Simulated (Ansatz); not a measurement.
A run of Ansatz 0.2.0 is set up as follows.

File input.yaml:

```yaml
crystal:
  lattice:
    - [-2.574489719, 2.574489719, 1.3974126432]
    - [2.574489719, -2.574489719, 1.3974126432]
    - [2.574489719, 2.574489719, -1.3974126432]
  atoms:
    - { symbol: Ge, position: [0.5, 0.5, 0.0] }
    - { symbol: Ge, position: [0.25, 0.75, 0.5] }
kpoints:
  mp_grid: { grid: [11, 11, 11] }
scf:
  occupations: { method: fermi_dirac, width: 0.05 }
hamiltonian:
  xc: blyp
  dispersion: d3bj
  pseudopotentials: { kind: all_electron, lapw: { basis_error: 0.001 } }
output:
  forces: true
  stress: true
relax:
  f_tol: 0.02
  max_steps: 60
  cell: {}
```

Potentials or basis: all-electron LAPW, scalar-relativistic.

Run with:

```sh
$ ansatz run input.yaml --threads 1 --pin off --max-ram 3072MiB --backend cpu --events-out ev --progress --plain --runs-dir out
```

Question: Estimate the space group after relaxing (to 0.05 Å).

Answer: I4_1/amd (No. 141).

Question: Predict the relaxed cell.

Answer: a = 3.949 Å, b = 3.949 Å, c = 3.949 Å, α = 97.35°, β = 97.35°, γ = 138.10°.

Step by step:
| step | energy change (eV) | largest force (eV/Å) | volume (Å³) |
| --- | --- | --- | --- |
| 1 | 0.0000 | 0.0000 | 37.05 |
| 2 | -0.0103 | 0.0000 | 38.63 |
| 3 | -0.0106 | 0.0000 | 38.42 |
| 4 | -0.0107 | 0.0000 | 38.40 |
| 5 | -0.0107 | 0.0000 | 38.40 |
| 6 | -0.0107 | 0.0000 | 38.40 |
